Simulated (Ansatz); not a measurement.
**Pd under changes of volume**

One of the cells (15.547 Å³/atom); the others are scaled copies at fixed shape and fractional positions:

```
CELL_PARAMETERS angstrom
-1.57228 1.57228 1.57228
1.57228 -1.57228 1.57228
1.57228 1.57228 -1.57228
ATOMIC_POSITIONS crystal
Pd 0.00000 0.00000 0.00000
```

This isn't the form of Pd at room conditions, which is fcc.

| Quantity | Value |
| --- | --- |
| Program | Ansatz 0.2.0 |
| Functional | PBEsol |
| Potentials or basis | Ansatz PAW |
| Cutoff | 420 eV (not typed: the program's choice for these potentials) |
| k mesh | 12 × 12 × 12 |
| Occupations | fermi-dirac, width 0.05 eV |
| Spin | no spin polarisation |

```csv
volume (Å³/atom),energy over the lowest point (meV/atom),pressure (GPa)
14.614,0.00,0.6
14.925,?,?
15.236,13.29,-6.9
15.547,29.98,-10.0
15.858,52.22,-12.6
16.169,79.27,-15.0
16.480,110.49,-16.9
```

Problem. What does the run at 14.925 Å³/atom give?

Solution. Energy over the lowest point 2.99 meV/atom; pressure -3.4 GPa.

Worked out: A Birch-Murnaghan fit of order 3 (a polynomial in V^(-2/3)) to the other rows has its minimum at 14.65 Å³/atom with B0 = V·E''(V) = 201 GPa and B' = 5.5. It gives 2.98 meV/atom at 14.925 Å³/atom, against the run's 2.99, and -dE/dV = -3.5 GPa, against -3.4.

Energies are extrapolated to zero smearing.

Caveats: the PAW data sets come from PBE, with cores solved anew for the run's functional, which leaves a small shift of forces and pressure.
